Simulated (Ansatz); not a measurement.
## Ga2N: rattling a relaxed structure

The structure comes from a generated guess, relaxed at this level; another structure or a mixture of phases may lie lower.

Theory: DFT PBE, scalar-relativistic, plane waves, PAW (Ansatz). Cutoff 420 eV; k points 16×16×10 on the computed 3-atom cell (Γ-centred); Gaussian smearing, width 0.10 eV; no spin polarisation.

The cell below (3 atoms, space group C222 (No. 21)) is relaxed within its symmetry.

```
CELL_PARAMETERS angstrom
1.89236 -2.54221 0.00000
1.89236 2.54221 0.00000
0.00000 0.00000 4.35871
ATOMIC_POSITIONS crystal
Ga 0.00000 0.50000 0.21689
Ga 0.50000 0.00000 0.78311
N 0.00000 0.00000 0.50000
```

For the test a repeat of it with 6 atoms (edges 3.17, 4.36, 6.22 Å) was strained at random (σ = 1.5 % a component), the atoms were moved at random (σ = 0.10 Å), and all was relaxed again on a coarse 8×6×4 mesh (in the run’s order of axes) with 0.20 eV smearing, with no symmetry imposed.

An odd number of electrons in the primitive cell allows no gap without spin; a larger cell or a magnetic state could open one.

Question: Does it come back?

Answer: It returns, within 1 meV/atom of the unmoved cell on that mesh and with the same symmetry when read at 0.1 Å. So it is stable against the distortions that fit this cell and that this random move excites. Modes that don't fit the cell aren't tested.
